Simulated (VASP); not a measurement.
Input of a VASP 6.6.1 run:

File INCAR:

```
PREC     = Accurate       # precision mode
ENCUT    = 600            # plane-wave cutoff, eV
EDIFF    = 1E-7           # SCF threshold, eV
ISMEAR   = 0              # smearing method
SIGMA    = 0.03           # smearing width, eV
LREAL    = False          # projectors in reciprocal space
LASPH    = True           # aspherical terms in the spheres
NELM     = 80             # most SCF steps
ALGO     = Normal         # electronic algorithm
ISIF     = 3              # what is computed and relaxed
LWAVE    = False          # write WAVECAR
LCHARG   = False          # write CHGCAR
GGA      = PE             # functional
IBRION   = 2              # ionic algorithm
NSW      = 90             # ionic steps
EDIFFG   = -0.005         # ionic threshold
```

File KPOINTS:

```
regular mesh
0
Gamma
  8 8 6
```

File POSCAR:

```
SnO                                     
1.0
    3.8671997289      0.0000000000      0.0000000000
    0.0000000000      3.8671997289      0.0000000000
    0.0000000000     -0.0000000000      5.0347751766
  Sn              O             
     2     2
Direct
     0.5000000000000000    0.0000000000000000    0.2309400460632256
     0.0000000000000000    0.5000000000000000    0.7690599539367745
     0.0000000000000000    0.0000000000000000    0.0000000000000000
     0.5000000000000000    0.5000000000000000    0.0000000000000000
```

Potentials or basis: VASP PAW PBE potentials, release 64 (Sn_d, O).

Launch:

```console
$ cat potpaw_PBE.64/Sn_d/POTCAR potpaw_PBE.64/O/POTCAR > POTCAR
$ mpirun -np 1 vasp_std > vasp.out
```

(1) What does it give for the band gap on the k mesh?

## Answers

(1) 0.44 eV, indirect (least direct gap 1.93 eV).

Caveat: the relaxation stopped at its first step, so nothing moved; spin-orbit coupling is left out, which moves the levels of the heavy elements.
